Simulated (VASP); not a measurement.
Al2Pt: single point with PBE

The system is Al2Pt.

```xyz
3
Lattice="0.0000 2.9732 2.9732 2.9732 0.0000 2.9732 2.9732 2.9732 0.0000" Properties=species:S:1:pos:R:3 pbc="T T T"
Al    1.4866    1.4866    1.4866
Al    4.4598    4.4598    4.4598
Pt    0.0000    0.0000    0.0000
```

| Property | Result |
| --- | --- |
| Program | VASP 6.6.1 |
| Task | single point |
| Functional | PBE |
| Potentials or basis | VASP PAW PBE potentials, release 64 (Al, Pt) |
| Cutoff | 520 eV |
| k mesh | 12 × 12 × 12 |
| Occupations | gaussian, width 0.1 eV |
| Spin | no spin polarisation |
| Dipole correction | no |
| Further INCAR settings | ALGO = Normal; EDIFF = 1e-06; NBANDS = 15 |

```yaml
Pressure: -0.2 GPa
Band_gap_on_the_k_mesh: none (metal or under the smearing width)
```

Levels at points of the mesh, in eV from the Fermi level:
| k point | band 4 | band 5 | band 6 | band 7 | band 8 | band 9 | band 10 | band 11 | band 12 | band 13 |
| --- | --- | --- | --- | --- | --- | --- | --- | --- | --- | --- |
| (0.00, 0.00, 0.00) | -4.99 | -3.65 | -3.65 | 2.79 | 3.78 | 3.78 | 3.78 | 5.28 | 5.28 | 5.28 |
| (0.50, 0.00, 0.00) | -4.67 | -3.68 | -3.44 | -3.44 | 0.99 | 0.99 | 3.71 | 5.05 | 5.05 | 5.18 |
| (0.50, 0.50, 0.00) | -3.74 | -3.74 | -3.39 | -3.17 | -1.60 | -1.60 | 2.99 | 3.33 | 8.03 | 10.58 |

It took 44 s on 1 thread of Intel(R) Xeon(R) Platinum 8559C (Emerald Rapids), with other jobs on the host, peak memory 0.2 GiB.

Spin-orbit coupling is left out, which matters for the levels of Pt.
